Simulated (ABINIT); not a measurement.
Write the native input for ABINIT 10.8.3 (patched build) that does the following.

| Property | Result |
| --- | --- |
| Task | band structure |
| Functional | BLYP |
| Potentials or basis | JTH PAW PBE v2.0 |
| Cutoff | 844 eV |
| k mesh | 10 × 10 × 6 |
| Occupations | fermi-dirac, width 0.05 eV |
| Spin | no spin polarisation |
| Fine-grid cutoff | 1442.2 eV |

The system is AlN.

```
Al N
1.0
     3.11300    0.00000    0.00000
    -1.55650    2.69594    0.00000
     0.00000    0.00000    4.98100
Al N
2 2
Direct
  0.66667 0.33333 0.50000
  0.33333 0.66667 0.00000
  0.66667 0.33333 0.88000
  0.33333 0.66667 0.38000
```

One way to write it, as run:

run.abi

```
# Datasets: ground state, then fixed potential
ndtset 2

# Pseudopotentials
pp_dirpath "./"
pseudos "Al.GGA_PBE-JTH.xml, N.GGA_PBE-JTH.xml"

# Structure
acell 3*1.0 Angstrom
rprim
     3.1130000000     0.0000000000     0.0000000000
    -1.5565000000     2.6959370820     0.0000000000
     0.0000000000     0.0000000000     4.9810000000
ntypat 2
znucl 13 7
natom 4
typat 1 1 2 2
xred
     0.6666666667     0.3333333333     0.5000000000
     0.3333333333     0.6666666667     0.0000000000
     0.6666666667     0.3333333333     0.8800000000
     0.3333333333     0.6666666667     0.3800000000

# Plane-wave basis
ecut 31.0
pawecutdg 53.0
pawxcdev 0

# Exchange and correlation
ixc -106131

# Bands and occupations
occopt 3
tsmear 0.05 eV

# SCF cycle
nstep 100

# Output
iomode 3
prtwf 0
prteig 0
prtebands 0
enunit 1
prtden1 1
prtvha1 1
prtvclmb1 1
prtpot1 1

# Dataset 1
kptopt1 1
ngkpt1 10 10 6
nshiftk1 1
shiftk1 0.0 0.0 0.0
nband1 12
tolvrs1 1.0e-9

# Dataset 2: bands along G-M-K-G-A-L-H-A
iscf2 -2
getden2 1
nband2 18
nbdbuf2 4
tolwfr2 1.0e-11
kptopt2 -7
ndivsm2 5
prteig2 1
kptbounds2
     0.0000000000     0.0000000000     0.0000000000
     0.5000000000     0.0000000000     0.0000000000
     0.3333333333     0.3333333333     0.0000000000
     0.0000000000     0.0000000000     0.0000000000
     0.0000000000     0.0000000000     0.5000000000
     0.5000000000     0.0000000000     0.5000000000
     0.3333333333     0.3333333333     0.5000000000
     0.0000000000     0.0000000000     0.5000000000
```

Potentials or basis: JTH PAW PBE v2.0.

Launch:

```console
$ abinit run.abi > log 2>&1
```

It gave:

* Pressure: 6.4 GPa
* Largest force: 0.111 eV/Å
* Band gap on the k mesh: 4.51 eV, direct
* Band gap along the path: 4.51 eV, direct
* Valence electrons inside the program's atomic spheres: Al 0.91; N 2.66

Caveat: the PAW data sets were made with another functional, which shifts forces and pressure a little.

Run time: 67 s on 1 thread of Arm Neoverse V2 (shared host), peak memory 0.15 GiB.
